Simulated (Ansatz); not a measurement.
# Cu: strong compression, part 1 of 2

Aim: compress Cu (sc type) step by step, far beyond the usual range, and follow pressure and electronic structure. The runs shown use LAPW, crystal datasets and norm-conserving. Companion runs by PAW are cited. Its runs: the reference run (LAPW); volume scaled by 1 (crystal datasets and norm-conserving); volume scaled by 0.95 (LAPW and crystal datasets); volume scaled by 0.85 (LAPW); volume scaled by 0.75 (LAPW); volume scaled by 0.65 (LAPW); volume scaled by 0.55 (LAPW); volume scaled by 0.45 (LAPW); volume scaled by 0.4 (LAPW, crystal datasets and norm-conserving).

This is Cu in the simple cubic structure; at room conditions it is fcc.

Computed with Ansatz 0.2.0 (DFT PBE, with the methods named in each step, unless a step's input says otherwise).

## Step 1: The structure to begin with

The structure is cubic, space group Pm-3m (No. 221). Conventional cell: a = 2.406 Å, b = 2.406 Å, c = 2.406 Å, α = 90.00°, β = 90.00°, γ = 90.00°. Cu (site symmetry m-3m) is surrounded by 6 Cu at 2.41 Å.

Coordinates:

```cif
data_structure
_symmetry_space_group_name_H-M 'P 1'
_symmetry_Int_Tables_number 1
_cell_length_a 2.4056
_cell_length_b 2.4056
_cell_length_c 2.4056
_cell_angle_alpha 90.000
_cell_angle_beta 90.000
_cell_angle_gamma 90.000
_cell_volume 13.92
loop_
_atom_site_label
_atom_site_type_symbol
_atom_site_fract_x
_atom_site_fract_y
_atom_site_fract_z
_atom_site_occupancy
Cu1 Cu 0.00000 0.00000 0.00000 1
```

Whether this phase is the stable one at these pressures isn't tested.

## Step 2: The reference volume, LAPW

input.yaml

```yaml
crystal:
  lattice:
    - [2.4055952924, 0.0, 0.0]
    - [0.0, 2.4055952924, 0.0]
    - [0.0, 0.0, 2.4055952924]
  atoms:
    - { symbol: Cu, position: [0.0, 0.0, 0.0] }
kpoints:
  mp_grid: { grid: [16, 16, 16] }
  band_path:
    path:
      - [0.0, 0.0, 0.0]
      - [0.0, 0.5, 0.0]
      - [0.5, 0.5, 0.0]
      - [0.0, 0.0, 0.0]
      - [0.5, 0.5, 0.5]
      - [0.0, 0.5, 0.0]
      - [0.5, 0.5, 0.5]
      - [0.5, 0.5, 0.0]
    npoints: 14
scf:
  occupations: { method: fermi_dirac, width: 0.05 }
hamiltonian:
  xc: pbe
  pseudopotentials: { kind: all_electron, lapw: { basis_error: 0.001 } }
output:
  forces: true
  stress: true
  eigenvalues: true
  populations: true
  dos: { projected: true, de: 0.2, e_range: [-14, 8] }
```

Launch:

```console
ansatz run input.yaml --threads 1 --pin off --max-ram 2048MiB --backend cpu --events-out ev --progress --plain --runs-dir out
```

Standard output:

```text
Cu: projections on atomic orbitals take those of the free atom 1s2 2s2 2p6 3s2 3p6 3d10 4s1, of charge +0.00 (hamiltonian.pseudopotentials.projection_atoms)
LAPW: plane waves up to 9.439 Å⁻¹, error target 1.0e-3 eV per atom; small_component_spin mean_spin; Cu in spheres of 1.203 Å, 19 of its electrons in bands, Dirac shells []
Engine: ansatz 0.2.0
Pseudopotentials: kind: all_electron
Pseudopotential: Cu, LAPW, valence charge 19, Koelling and Harmon's equation, gaussian nucleus
Functional definition: PBE
  parameter kappa = 0.804
  parameter beta = 0.06672455060314922
  exchange = pbe_x(kappa = kappa, mu = beta*pi^2/3)
  correlation = pbe_c(beta = beta)
Crystal: 1 atoms, lattice volume = 13.921 Å³
Basis set: ecut = 339.4765514822027 eV, 203 PW (Γ), exchange–correlation at level 2
Bands: 14, of which v1, the nominal top of the filled ones, is band 10 counted from 1 (9 counted from 0)
Symmetry: 48 space group operations
Space group: Pm-3m (ITA 221), of the structure as read, at distance tolerance 2.4e-5 Å
k-points: 165 of 4096
Non-local potential: Cu, projectors of the file, none
Initial density: superposition of atomic densities (chi_scale 0.1, normalization cell)
Initial wavefunctions: plane waves of lowest kinetic energy (no species holds an atomic orbital)
Functional: x = pbe(κ = 0.804, μ = 0.2195149727645171), c = pbe(β = 0.06672455060314922)
iter 1 solved again at ethr=1.54e-3 eV; its pass at ethr=1.00e-1 eV (dr2=2.94e-1 eV) is discarded
SCF iter   1: F=—  HF=-45034.530490 eV  |F-HF|=—  |Δ(HF+E_count)|=         —  Δρ=5.06e-2  dr2=2.94e-1  ethr=1.54e-3  ⟨swp⟩=2.2  Hψ=14511  notcnv=0
preconditioner: auto → none  [metal: Δε(μ)=0.007 eV  Ē_g=14.686 eV  σ=0.050 eV  W_gap=0.03  n_scr=6 (ndim 8)  ℏωp=33.0 eV  f_vac=0.000  D(μ)=1.00/eV (n_scr^D=6)  sad-step TF]
SCF iter   2: F=—  HF=-45035.269883 eV  |F-HF|=—  |Δ(HF+E_count)|=   7.39e-1  Δρ=2.59e-2  dr2=5.98e-2  ethr=1.54e-3  ⟨swp⟩=3.0  Hψ=7728  notcnv=0
iter 3 solved again at ethr=2.45e-6 eV; its pass at ethr=3.15e-4 eV (dr2=4.65e-4 eV) is discarded
SCF iter   3: F=—  HF=-45033.921730 eV  |F-HF|=—  |Δ(HF+E_count)|=    1.35e0  Δρ=3.36e-3  dr2=4.65e-4  ethr=2.45e-6  ⟨swp⟩=2.3  Hψ=11838  notcnv=0
SCF iter   4: F=—  HF=-45033.830163 eV  |F-HF|=—  |Δ(HF+E_count)|=   9.16e-2  Δρ=6.09e-3  dr2=4.18e-3  ethr=2.45e-6  ⟨swp⟩=3.0  Hψ=7783  notcnv=0
SCF iter   5: F=—  HF=-45033.822827 eV  |F-HF|=—  |Δ(HF+E_count)|=   7.34e-3  Δρ=1.21e-3  dr2=1.68e-4  ethr=2.45e-6  ⟨swp⟩=2.8  Hψ=6595  notcnv=0
SCF iter   6: F=—  HF=-45033.822566 eV  |F-HF|=—  |Δ(HF+E_count)|=   2.61e-4  Δρ=1.31e-4  dr2=2.03e-6  ethr=8.82e-7  ⟨swp⟩=2.0  Hψ=6137  notcnv=0
SCF iter   7: F=—  HF=-45033.822562 eV  |F-HF|=—  |Δ(HF+E_count)|=   3.54e-6  Δρ=9.63e-6  dr2=1.13e-8  ethr=1.07e-8  ⟨swp⟩=2.1  Hψ=6148  notcnv=0
SCF iter   8: F=-45033.822562 eV  HF=-45033.822562 eV  |F-HF|=8.73e-10  |Δ(HF+E_count)|=   2.65e-8  Δρ=8.49e-7  dr2=8.79e-11  ethr=5.97e-11  ⟨swp⟩=2.6  Hψ=6346  notcnv=0
SCF 1 converged in 8 iterations: F = -45033.822562 eV  dr2 = 8.79e-11
NSCF: frozen V_eff on 99 k-points
SCF converged after 8 iterations
Free energy (F): -45033.822562 eV
Harris-Foulkes:  -45033.822562 eV  (|F-HF|=8.73e-10)
Internal energy: -45033.820259 eV  (E = F + TS)
E sigma→0 (E₀):  -45033.821411 eV
Entropy (-TS):   -0.002303 eV (-2.303 meV/atom)
Fermi energy:    13.164807 eV
--- Per-component energies (eV) ---
  E_band       = -418.363900
  E_kinetic    = 45807.795841
  E_xc         = -1840.248630
  E_electrostatic = -89001.367470  (all electrons and nuclei)
  E_smearing   = -0.002303  (= −TS)
  E_closure    = 0.000000  (closes the sum)
  E_atoms      = -45030.532457  (free atoms, spherical and without spin; not in F)
  Σ components = -45033.822562   (vs F -45033.822562, Δ=0.00e0)
  Basis errors (estimates in eV, not in F): energy 3.4e-4 per atom: plane waves 3.1e-4 (1.7e-4 summed), levels above the bands 7.0e-136, relativity 8.9e-8, radial functions 2.7e-5, core shells 1.1e-10; eigenvalues (radial functions only) 1.8e-6; not estimated: angular momenta, meshes, grids; target (lapw.basis_error) 1.0e-3; muffin-tin radii Cu 1.203 Å
--- Forces (eV/Å), atoms counted from 1 ---
  atom   1  Cu    -0.00000000     0.00000000    -0.00000000
  max |Σ_I F_I| component: 2.22e-31 eV/Å
--- Stress (GPa, compression-positive) ---
        0.050288       0.000000       0.000000
        0.000000       0.050288       0.000000
        0.000000       0.000000       0.050288
  P = ⅓ Tr σ = 0.0503 GPa (0.503 kbar)
--- Band table (eV; the first three rows and the last of 165) ---
  k-point 0: bands = ["-98.9382", "-56.2587", "-56.2587", "-56.2587", "5.1878", "9.4597", "9.4597", "11.9632", "11.9632", "11.9632", "30.7431", "30.7431", "30.7431", "34.1526"]
  k-point 1: bands = ["-98.9378", "-56.2630", "-56.2583", "-56.2583", "5.2943", "9.4716", "9.4993", "11.9316", "11.9316", "11.9657", "29.1952", "30.8808", "30.8808", "34.1995"]
  k-point 2: bands = ["-98.9366", "-56.2754", "-56.2574", "-56.2574", "5.6091", "9.5057", "9.6159", "11.8428", "11.8428", "11.9730", "26.6822", "31.2878", "31.2878", "34.3413"]
  k-point 164: bands = ["-98.9055", "-56.3497", "-56.3497", "-56.3497", "9.7879", "9.7879", "9.7879", "12.5456", "12.5456", "23.2066", "23.2066", "23.2066", "26.5661", "28.5359"]
--- Löwdin populations: 1 site ---
  site symbol       q [e]
     0     Cu     28.8490
  spilling = 0.005205 (of n_electrons = 29.000000)
```

Wall time 9.2 s (1 thread of Intel Xeon 6975P-C (Granite Rapids), shared host); peak memory 0.37 GiB.

Read from it: pressure 0.05 GPa; no gap.

Levels at the path's labelled points, in eV from the Fermi level:

```csv
point,band 6,band 7,band 8,band 9,band 10,band 11,band 12
Γ,-3.71,-3.71,-1.20,-1.20,-1.20,17.58,17.58
X,-3.38,-1.97,-1.97,-1.26,-1.13,2.05,23.42
M,-3.16,-1.82,-1.82,-0.66,4.31,4.31,8.70
Γ,-3.71,-3.71,-1.20,-1.20,-1.20,17.58,17.58
R,-3.38,-3.38,-0.62,-0.62,10.04,10.04,10.04
X,-3.38,-1.97,-1.97,-1.26,-1.13,2.05,23.42
R,-3.38,-3.38,-0.62,-0.62,10.04,10.04,10.04
M,-3.16,-1.82,-1.82,-0.66,4.31,4.31,8.70
```

States per cell in windows of 1 eV (zero at the Fermi level; grid of 0.20 eV, so sharp peaks spill over the borders):

```csv
from,to,total,Cu 3d,Cu 4s
-9,-8,0.00,0.00,0.00
-8,-7,0.05,0.00,0.04
-7,-6,0.11,0.00,0.11
-6,-5,0.18,0.02,0.16
-5,-4,0.35,0.12,0.22
-4,-3,2.61,2.40,0.18
-3,-2,2.93,2.84,0.05
-2,-1,4.06,3.94,0.10
-1,0,0.67,0.46,0.14
0,1,0.26,0.06,0.13
1,2,0.22,0.03,0.11
2,3,0.28,0.03,0.15
3,4,0.36,0.03,0.16
4,5,0.40,0.02,0.11
```

## Step 3: Volume scaled by 1, crystal datasets

input.yaml

```yaml
crystal:
  lattice:
    - [2.4055952924, 0.0, 0.0]
    - [0.0, 2.4055952924, 0.0]
    - [0.0, 0.0, 2.4055952924]
  atoms:
    - { symbol: Cu, position: [0.0, 0.0, 0.0] }
kpoints:
  mp_grid: { grid: [16, 16, 16] }
scf:
  occupations: { method: fermi_dirac, width: 0.05 }
hamiltonian:
  xc: pbe
  pseudopotentials: { kind: all_electron, datasets: crystal }
output:
  forces: true
  stress: true
  eigenvalues: true
```

Launch:

```console
ansatz run input.yaml --threads 1 --pin off --max-ram 2048MiB --backend cpu --events-out ev --progress --plain --runs-dir out
```

Standard output, shortened:

```text
[...]
Pseudopotentials: kind: all_electron
Pseudopotential: Cu, paw, valence charge 19, recommended cutoff 340 eV (normal), Koelling and Harmon's equation, gaussian nucleus
Functional definition: PBE
[...]
Crystal: 1 atoms, lattice volume = 13.921 Å³
Basis set: ecut = 340 eV, 203 PW (Γ), exchange–correlation on 30×30×30 points (8 copies of the dense FFT grid, shifted against one another)
[...]
  atom   1  Cu    -0.00000000     0.00000000     0.00000000
[...]
--- Stress (GPa, compression-positive) ---
        0.049361       0.000000       0.000000
       -0.000000       0.049361       0.000000
        0.000000       0.000000       0.049361
  P = ⅓ Tr σ = 0.0494 GPa (0.494 kbar)
  It holds what live shells' own plane waves past their cutoff add
--- Band table (eV; the first three rows and the last of 165) ---
  k-point 0: bands = ["5.1878", "9.4597", "9.4597", "11.9629", "11.9629", "11.9629", "30.7431", "30.7431"]
[...]
```

Run time: 5.1 s. Hardware: 1 thread of Intel Xeon 6975P-C (Granite Rapids), shared host; peak memory 0.45 GiB.

In short: pressure 0.05 GPa; no gap.

## Step 4: Volume scaled by 1, norm-conserving

Changes to input.yaml since step 3:

```diff
@@ -13,3 +13,3 @@
   xc: pbe
-  pseudopotentials: { kind: all_electron, datasets: crystal }
+  pseudopotentials: { kind: nc }
 output:
```

Launch:

```console
ansatz run input.yaml --threads 1 --pin off --max-ram 2048MiB --backend cpu --events-out ev --progress --plain --runs-dir out
```

Standard output, shortened:

```text
[...]
Pseudopotentials: kind: nc
Pseudopotential: Cu, nc, valence charge 19, recommended cutoff 1251.723767 eV (normal), Cu.nc.azcp
Functional definition: PBE
[...]
Crystal: 1 atoms, lattice volume = 13.921 Å³
Basis set: ecut = 1251.723767 eV, 1365 PW (Γ), exchange–correlation on 60×60×60 points (8 copies of the dense FFT grid, shifted against one another)
[...]
  atom   1  Cu    -0.00000000     0.00000000     0.00000000
[...]
--- Stress (GPa, compression-positive) ---
        0.105889      -0.000000       0.000000
       -0.000000       0.105889       0.000000
        0.000000       0.000000       0.105889
  P = ⅓ Tr σ = 0.1059 GPa (1.059 kbar)
--- Band table (eV; the first three rows and the last of 165) ---
  k-point 0: bands = ["-98.3239", "-55.6423", "-55.6423", "-55.6423", "5.8078", "10.0730", "10.0730", "12.5969", "12.5969", "12.5969", "31.3649", "31.3649", "31.3649", "34.7702"]
[...]
```

Wall time 3.6 s (1 thread of Intel Xeon 6975P-C (Granite Rapids), shared host); peak memory 0.37 GiB.

Read from it: pressure 0.11 GPa; no gap.

## Step 5: Volume scaled by 0.95, LAPW

input.yaml

```yaml
crystal:
  lattice:
    - [2.3648146126, 0.0, 0.0]
    - [0.0, 2.3648146126, 0.0]
    - [0.0, 0.0, 2.3648146126]
  atoms:
    - { symbol: Cu, position: [0.0, 0.0, 0.0] }
kpoints:
  mp_grid: { grid: [16, 16, 16] }
scf:
  occupations: { method: fermi_dirac, width: 0.05 }
hamiltonian:
  xc: pbe
  pseudopotentials: { kind: all_electron, lapw: { basis_error: 0.001 } }
output:
  forces: true
  stress: true
  eigenvalues: true
  populations: true
```

Launch:

```console
ansatz run input.yaml --threads 1 --pin off --max-ram 2048MiB --backend cpu --events-out ev --progress --plain --runs-dir out
```

Standard output, shortened:

```text
Cu: projections on atomic orbitals take those of the free atom 1s2 2s2 2p6 3s2 3p6 3d10 4s1, of charge +0.00 (hamiltonian.pseudopotentials.projection_atoms)
LAPW: plane waves up to 9.629 Å⁻¹, error target 1.0e-3 eV per atom; small_component_spin mean_spin; Cu in spheres of 1.182 Å, 19 of its electrons in bands, Dirac shells []
[...]
Pseudopotentials: kind: all_electron
[...]
        0.000000       6.057971       0.000000
        0.000000       0.000000       6.057971
  P = ⅓ Tr σ = 6.0580 GPa (60.580 kbar)
--- Band table (eV; the first three rows and the last of 165) ---
  k-point 0: bands = ["-98.0896", "-55.3967", "-55.3967", "-55.3967", "5.7948", "10.1902", "10.1902", "12.8925", "12.8925", "12.8925", "32.2534", "32.2534", "32.2534", "35.7398"]
[...]
--- Löwdin populations: 1 site ---
  site symbol       q [e]
     0     Cu     28.8445
  spilling = 0.005363 (of n_electrons = 29.000000)
```

Wall time 7.3 s (1 thread of Intel Xeon 6975P-C (Granite Rapids), shared host); peak memory 0.37 GiB.

Result: pressure 6.06 GPa; no gap.

## Step 6: Volume scaled by 0.95, crystal datasets

Changes to input.yaml since step 5:

```diff
@@ -13,3 +13,3 @@
   xc: pbe
-  pseudopotentials: { kind: all_electron, lapw: { basis_error: 0.001 } }
+  pseudopotentials: { kind: all_electron, datasets: crystal }
 output:
@@ -18,2 +18 @@
   eigenvalues: true
-  populations: true
```

Launch:

```console
ansatz run input.yaml --threads 1 --pin off --max-ram 2048MiB --backend cpu --events-out ev --progress --plain --runs-dir out
```

Standard output, shortened:

```text
[...]
Pseudopotentials: kind: all_electron
Pseudopotential: Cu, paw, valence charge 19, recommended cutoff 360 eV (normal), Koelling and Harmon's equation, gaussian nucleus
Functional definition: PBE
[...]
Crystal: 1 atoms, lattice volume = 13.225 Å³
Basis set: ecut = 360 eV, 203 PW (Γ), exchange–correlation on 30×30×30 points (8 copies of the dense FFT grid, shifted against one another)
[...]
  atom   1  Cu    -0.00000000     0.00000000    -0.00000000
[...]
--- Stress (GPa, compression-positive) ---
        6.056620       0.000000      -0.000000
        0.000000       6.056620       0.000000
        0.000000       0.000000       6.056620
  P = ⅓ Tr σ = 6.0566 GPa (60.566 kbar)
  It holds what live shells' own plane waves past their cutoff add
--- Band table (eV; the first three rows and the last of 165) ---
  k-point 0: bands = ["5.7947", "10.1900", "10.1900", "12.8920", "12.8920", "12.8920", "32.2533", "32.2533"]
[...]
```

Run time: 5.6 s. Hardware: 1 thread of Intel Xeon 6975P-C (Granite Rapids), shared host; peak memory 0.45 GiB.

Result: pressure 6.06 GPa; no gap.

## Step 7: Volume scaled by 0.85, LAPW

input.yaml

```yaml
crystal:
  lattice:
    - [2.278744012, 0.0, 0.0]
    - [0.0, 2.278744012, 0.0]
    - [0.0, 0.0, 2.278744012]
  atoms:
    - { symbol: Cu, position: [0.0, 0.0, 0.0] }
kpoints:
  mp_grid: { grid: [16, 16, 16] }
scf:
  occupations: { method: fermi_dirac, width: 0.05 }
hamiltonian:
  xc: pbe
  pseudopotentials: { kind: all_electron, lapw: { basis_error: 0.001 } }
output:
  forces: true
  stress: true
  eigenvalues: true
  populations: true
```

Launch:

```console
ansatz run input.yaml --threads 1 --pin off --max-ram 2048MiB --backend cpu --events-out ev --progress --plain --runs-dir out
```

Standard output, shortened:

```text
Cu: projections on atomic orbitals take those of the free atom 1s2 2s2 2p6 3s2 3p6 3d10 4s1, of charge +0.00 (hamiltonian.pseudopotentials.projection_atoms)
LAPW: plane waves up to 10.051 Å⁻¹, error target 1.0e-3 eV per atom; small_component_spin mean_spin; Cu in spheres of 1.139 Å, 19 of its electrons in bands, Dirac shells []
[...]
Pseudopotentials: kind: all_electron
[...]
        0.000000      25.228420       0.000000
        0.000000       0.000000      25.228420
  P = ⅓ Tr σ = 25.2284 GPa (252.284 kbar)
--- Band table (eV; the first three rows and the last of 165) ---
  k-point 0: bands = ["-96.0899", "-53.3596", "-53.3596", "-53.3596", "7.2468", "11.9014", "11.9014", "15.0873", "15.0873", "15.0873", "35.7617", "35.7617", "35.7617", "39.4376"]
[...]
--- Löwdin populations: 1 site ---
  site symbol       q [e]
     0     Cu     28.8383
  spilling = 0.005575 (of n_electrons = 29.000000)
```

It took 7.5 s on 1 thread of Intel Xeon 6975P-C (Granite Rapids), shared host; peak memory 0.37 GiB.

In short: pressure 25.23 GPa; no gap.

## Step 8: Volume scaled by 0.75, LAPW

Changes to input.yaml since step 7:

```diff
@@ -2,5 +2,5 @@
   lattice:
-    - [2.278744012, 0.0, 0.0]
-    - [0.0, 2.278744012, 0.0]
-    - [0.0, 0.0, 2.278744012]
+    - [2.1856283719, 0.0, 0.0]
+    - [0.0, 2.1856283719, 0.0]
+    - [0.0, 0.0, 2.1856283719]
   atoms:
```

Launch:

```console
ansatz run input.yaml --threads 1 --pin off --max-ram 2048MiB --backend cpu --events-out ev --progress --plain --runs-dir out
```

Standard output, shortened:

```text
Cu: projections on atomic orbitals take those of the free atom 1s2 2s2 2p6 3s2 3p6 3d10 4s1, of charge +0.00 (hamiltonian.pseudopotentials.projection_atoms)
LAPW: plane waves up to 10.544 Å⁻¹, error target 1.0e-3 eV per atom; small_component_spin mean_spin; Cu in spheres of 1.093 Å, 19 of its electrons in bands, Dirac shells []
[...]
Pseudopotentials: kind: all_electron
[...]
       -0.000000      60.747592       0.000000
        0.000000       0.000000      60.747592
  P = ⅓ Tr σ = 60.7476 GPa (607.476 kbar)
--- Band table (eV; the first three rows and the last of 165) ---
  k-point 0: bands = ["-93.5588", "-50.7674", "-50.7674", "-50.7674", "9.1290", "14.0510", "14.0510", "17.8783", "17.8783", "17.8783", "40.1204", "40.1204", "40.1204", "44.0524"]
[...]
--- Löwdin populations: 1 site ---
  site symbol       q [e]
     0     Cu     28.8345
  spilling = 0.005708 (of n_electrons = 29.000000)
```

Wall time 10 s (1 thread of Intel Xeon 6975P-C (Granite Rapids), shared host); peak memory 0.38 GiB.

This run gives: pressure 60.75 GPa; no gap.

## Step 9: Volume scaled by 0.65, LAPW

Changes to input.yaml since step 8:

```diff
@@ -2,5 +2,5 @@
   lattice:
-    - [2.1856283719, 0.0, 0.0]
-    - [0.0, 2.1856283719, 0.0]
-    - [0.0, 0.0, 2.1856283719]
+    - [2.0838207139, 0.0, 0.0]
+    - [0.0, 2.0838207139, 0.0]
+    - [0.0, 0.0, 2.0838207139]
   atoms:
```

Launch:

```console
ansatz run input.yaml --threads 1 --pin off --max-ram 2048MiB --backend cpu --events-out ev --progress --plain --runs-dir out
```

Standard output, shortened:

```text
Cu: projections on atomic orbitals take those of the free atom 1s2 2s2 2p6 3s2 3p6 3d10 4s1, of charge +0.00 (hamiltonian.pseudopotentials.projection_atoms)
LAPW: plane waves up to 11.133 Å⁻¹, error target 1.0e-3 eV per atom; small_component_spin mean_spin; Cu in spheres of 1.042 Å, 19 of its electrons in bands, Dirac shells []
[...]
Pseudopotentials: kind: all_electron
[...]
       -0.000000     128.786169       0.000000
        0.000000       0.000000     128.786169
  P = ⅓ Tr σ = 128.7862 GPa (1287.862 kbar)
--- Band table (eV; the first three rows and the last of 165) ---
  k-point 0: bands = ["-90.2714", "-47.3722", "-47.3722", "-47.3722", "11.6547", "16.8252", "16.8252", "21.5330", "21.5330", "21.5330", "45.6897", "45.6897", "45.6897", "49.9801"]
[...]
--- Löwdin populations: 1 site ---
  site symbol       q [e]
     0     Cu     28.8316
  spilling = 0.005806 (of n_electrons = 29.000000)
```

It took 7.7 s on 1 thread of Intel Xeon 6975P-C (Granite Rapids), shared host; peak memory 0.39 GiB.

Result: pressure 128.79 GPa; no gap.

## Step 10: Volume scaled by 0.55, LAPW

Changes to input.yaml since step 9:

```diff
@@ -2,5 +2,5 @@
   lattice:
-    - [2.0838207139, 0.0, 0.0]
-    - [0.0, 2.0838207139, 0.0]
-    - [0.0, 0.0, 2.0838207139]
+    - [1.9709553915, 0.0, 0.0]
+    - [0.0, 1.9709553915, 0.0]
+    - [0.0, 0.0, 1.9709553915]
   atoms:
```

Launch:

```console
ansatz run input.yaml --threads 1 --pin off --max-ram 2048MiB --backend cpu --events-out ev --progress --plain --runs-dir out
```

Standard output, shortened:

```text
Cu: projections on atomic orbitals take those of the free atom 1s2 2s2 2p6 3s2 3p6 3d10 4s1, of charge +0.00 (hamiltonian.pseudopotentials.projection_atoms)
LAPW: plane waves up to 11.855 Å⁻¹, error target 1.0e-3 eV per atom; small_component_spin mean_spin; Cu in spheres of 0.985 Å, 19 of its electrons in bands, Dirac shells []
[...]
Pseudopotentials: kind: all_electron
[...]
        0.000000     266.681660       0.000000
        0.000000       0.000000     266.681660
  P = ⅓ Tr σ = 266.6817 GPa (2666.817 kbar)
--- Band table (eV; the first three rows and the last of 165) ---
  k-point 0: bands = ["-85.8548", "-42.7479", "-42.7479", "-42.7479", "15.2032", "20.5377", "20.5377", "26.5114", "26.5114", "26.5114", "53.0738", "53.0738", "53.0738", "57.8863"]
[...]
--- Löwdin populations: 1 site ---
  site symbol       q [e]
     0     Cu     28.8256
  spilling = 0.006012 (of n_electrons = 29.000000)
```

Wall time 7.6 s (1 thread of Intel Xeon 6975P-C (Granite Rapids), shared host); peak memory 0.39 GiB.

Read from it: pressure 266.68 GPa; no gap.

(Continued in part 2 of 2.)
